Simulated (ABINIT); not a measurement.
Runs of ABINIT 10.8.3 (patched build) on TiC. It takes space group Fm-3m (No. 225, cubic). Conventional cell: a = 4.331 Å, b = 4.331 Å, c = 4.331 Å, α = 90.00°, β = 90.00°, γ = 90.00°. Ti (site symmetry m-3m) is surrounded by 6 C at 2.17 Å. Around C (site symmetry m-3m) lie 6 Ti at 2.17 Å. The cell is a database's computed one.

```csv
task,level,potentials or basis,cell,cutoff (eV),cell freedom (optcell),optimiser (ionmov),cutoff smearing ecutsm (Ha),force stop (Ha/bohr),gap on the mesh (eV),pressure (GPa),relaxed volume (Å³/atom)
relaxation of cell and atoms,LDA,PseudoDojo NC SR LDA v0.4.1 standard,relaxed,1143,2,2,0.5,2e-05,none,0.0,(b)
single point,LDA,PseudoDojo NC SR LDA v0.4 stringent,as given,1034,-,-,-,-,none,-12.6,-
relaxation of cell and atoms,PBEsol,PseudoDojo NC SR PBEsol v0.4.1 standard,relaxed,1143,2,2,0.5,2e-05,none,0.0,(a)
single point,PBEsol,PseudoDojo NC SR PBEsol v0.4.1 standard,as given,1034,-,-,-,-,none,-6.9,-
single point,PBE,PseudoDojo NC SR PBE v0.4.1 standard,as given,1143,-,-,-,-,none,0.3,-
```

Alike in all rows: no spin polarisation; k mesh 8 × 8 × 8; smearing fermi-dirac 0.05 eV.

**Question.** Fill in the values left out.

**Answer.** (a) 9.90; (b) 9.68.

A k mesh can miss the band edges.

A gap of «none» marks a metal or a gap under the smearing width.

Not every run made on this cell is shown here.
